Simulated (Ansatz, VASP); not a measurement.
**InSb in VASP and in Ansatz**

Contents of INCAR:

```
SYSTEM = InSb
PREC = Accurate
ENCUT = 520
EDIFF = 1E-6
ISMEAR = -5
SIGMA = 0.1
LREAL = .False.
LASPH = .True.
NELM = 80
ALGO = Normal
ISIF = 2
LWAVE = .False.
LCHARG = .False.
GGA = PE
NBANDS = 16
```

Contents of KPOINTS:

```
Automatic mesh
0
Gamma
  4 4 4
  0 0 0
```

The input POSCAR:

```
InSb
1.0
    0.0000000000      3.0735130000      3.0735130000
    3.0735130000      0.0000000000      3.0735130000
    3.0735130000      3.0735130000      0.0000000000
In Sb
1 1
Direct
    0.0000000000      0.0000000000      0.0000000000
    0.5000000000      0.5000000000      0.5000000000
```

Input for Ansatz:

```yaml
crystal:
  lattice:
    - [0.0, 3.073513, 3.073513]
    - [3.073513, 0.0, 3.073513]
    - [3.073513, 3.073513, 0.0]
  atoms:
    - { symbol: In, position: [0.0, 0.0, 0.0] }
    - { symbol: Sb, position: [0.5, 0.5, 0.5] }
basis:
  ecutwfc: 420
kpoints:
  mp_grid: { grid: [4, 4, 4] }
hamiltonian:
  xc: pbe
scf:
  occupations: { method: tetrahedron }
  max_iter: 30
  convergence: { dr2_threshold: "1e-7 eV" }
output:
  forces: true
  stress: true
  eigenvalues: true
```

Alike in both runs: task single point; functional PBE; k mesh 4 × 4 × 4; occupations tetrahedron; no spin polarisation.

```csv
,VASP,Ansatz
version,VASP 6.6.1,Ansatz 0.2.0
potentials or method,"VASP PAW PBE potentials, release 64 (In_d, Sb)","scalar-relativistic, plane waves, PAW"
plane-wave cutoff (eV),520,420
valence electrons in the cell,18,28
```

|  | VASP | Ansatz | Ansatz less VASP |
| --- | --- | --- | --- |
| gap on the k mesh at the Fermi level (eV) | none | none | - |
| pressure (GPa) | -0.1 | -0.1 | +0.07 |

A gap of «none» marks a metal or a gap that the smearing closes. The functional is the same, so the differences come from potentials, cutoffs and numerics. The two sets of potentials don't hold the same shells in valence. Ansatz warned: «band_table_not_solved_further».

Caveats: the k mesh is coarse (spacing up to 0.44 Å⁻¹), so the values aren't converged; tetrahedron occupations give inexact forces and stress in metals. Spin-orbit coupling is left out, which matters for the levels of Sb.
